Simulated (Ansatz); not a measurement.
Generalised stacking fault in BaTiO₃

Level of theory: DFT r2SCAN, scalar-relativistic, plane waves, PAW in Ansatz 0.2.0. Settings: plane waves to 500 eV, k-mesh 7×7×3 (Γ-centred), Gaussian smearing 0.05 eV. Spin–orbit coupling is left out, which matters for the heavy elements here. No spin polarisation. Energies are free energies at this smearing, counted from the undisturbed cell; pressure is positive in compression.

Zero of the scan (relaxed at this level; it needn't be the usual structure):

```
Ba Ti O
1.0
    -3.99397    0.00000    0.00000
     0.00000   -3.99397    0.00000
     0.00000    0.00000   11.98231
Ba Ti O
3 3 9
Direct
  0.00000 0.00000 0.91665
  0.00000 0.00000 0.24998
  0.00000 0.00000 0.58332
  0.50000 0.50000 0.08332
  0.50000 0.50000 0.41665
  0.50000 0.50000 0.74998
  0.50000 0.50000 0.24998
  0.50000 0.50000 0.58332
  0.50000 0.50000 0.91665
  0.50000 0.00000 0.08332
  0.50000 0.00000 0.41665
  0.50000 0.00000 0.74998
  0.00000 0.50000 0.08332
  0.00000 0.50000 0.41665
  0.00000 0.50000 0.74998
```

The cut lies on the cell's a–b face, a (0 0 1) plane (indices in the standard cell, whose axes needn't be the Cartesian ones shown) of area 15.95 Å², between layers 2.00 Å apart. Vector c is tilted by f times 1·a − 1·b (length 5.648 Å) with the atoms' Cartesian places fixed: one unrelaxed fault a cell.

Question: Over the sampled range (0.0000 to 0.5000), is the undisturbed cell the lowest point?

Answer: Yes, every other sampled point lies higher.

Question: Does the gap on the k-mesh survive along the scan?

Answer: It is 2.23 eV in the undisturbed cell and stays between 0.67 and 2.23 eV.

The scan:

| f | γ (mJ/m²) |
| --- | --- |
| 0.0000 | 0 |
| 0.0833 | 656 |
| 0.1667 | 2409 |
| 0.2500 | 4529 |
| 0.3333 | 6685 |
| 0.5000 | 9786 |

Cost: 6 runs of about 15 core-minutes in all, on Arm Neoverse V1 (shared hosts).